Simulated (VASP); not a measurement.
Set up this calculation in VASP 6.6.1, as the native input.

```yaml
Task: relaxation of cell and atoms
Functional: r2SCAN
Dispersion: D4
Potentials_or_basis: VASP PAW PBE potentials, release 64 (Os)
Cutoff: 600 eV
k_mesh: 11 × 11 × 6
Occupations: fermi-dirac, width 0.05 eV
Spin: no spin polarisation
Further_INCAR_settings: ALGO = Normal; EDIFF = 1e-06; IBRION = 2; EDIFFG = -0.01; NSW = 60; ISIF = 3
```

The structure of Os lies in POSCAR:

```
Os
1.0
    2.7341000000      0.0000000000      0.0000000000
   -1.3670500000      2.3678000565      0.0000000000
    0.0000000000      0.0000000000      4.3197000000
Os
2
Direct
    0.6666666667      0.3333333333      0.7500000000
    0.3333333333      0.6666666667      0.2500000000
```

These files were run (other wordings do the same):

INCAR

```
SYSTEM = Os
PREC = Accurate
ENCUT = 600
EDIFF = 1E-6
ISMEAR = -1
SIGMA = 0.05
LREAL = .False.
LASPH = .True.
NELM = 100
ALGO = Normal
ISIF = 3
LWAVE = .False.
LCHARG = .False.
METAGGA = R2SCAN
LMIXTAU = .True.
IVDW = 13
VDW_S6 = 1.0
VDW_S8 = 0.6018749
VDW_A1 = 0.51559235
VDW_A2 = 5.77342911
IBRION = 2
NSW = 60
EDIFFG = -0.01
```

KPOINTS

```
regular mesh
0
Gamma
  11 11 6
  0 0 0
```

Potentials or basis: VASP PAW PBE potentials, release 64 (Os).

Run with:

```sh
$ cat potpaw_PBE.64/Os/POTCAR > POTCAR
$ mpirun -np 1 vasp_std > vasp.out
```

Results of the run:

```
Relaxed volume                         : 13.99 Å³/atom
Relaxed cell                           : a = 2.735 Å, b = 2.735 Å, c = 4.318 Å, α = 90.00°, β = 90.00°, γ = 120.00°
Space group after relaxing (to 0.05 Å) : P6_3/mmc (No. 194)
Energy gained by relaxing              : 0.0 meV/atom
Ionic steps                            : 9
Pressure after relaxing                : 0.0 GPa
Band gap on the k mesh                 : none (metal or under the smearing width)
Dispersion energy per atom             : -0.219 eV
```

Caveat: the PAW data sets were made with another functional, which shifts forces and pressure a little; pairwise dispersion overbinds metals, which lowers pressure and volume.

Run time: 2.4 min on 1 thread of Intel(R) Xeon(R) 6975P-C (Granite Rapids), on a shared host, peak memory 0.18 GiB.
